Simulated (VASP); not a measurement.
The system is CdSe.

```xyz
2
Lattice="0.0000 3.0462 3.0462 3.0462 0.0000 3.0462 3.0462 3.0462 0.0000" Properties=species:S:1:pos:R:3 pbc="T T T"
Cd    0.0000    0.0000    0.0000
Se    4.5693    4.5693    4.5693
```

Measurements of this composition are mostly on another form, of space group No. 186.

Program: VASP 6.6.1. Alike in all runs: task band structure; potentials or basis VASP PAW PBE potentials, release 64 (Cd, Se); no spin polarisation; cell as given; k mesh 8 × 8 × 8; cutoff (eV) 520; smearing gaussian 0.03 eV.

Problem. Order these runs on this cell by their band gap on the k mesh, lowest first.
A. level PBEsol
B. level r2SCAN
C. level TB-mBJ

Solution. A (0.47 eV), B (1.08 eV), C (1.94 eV).
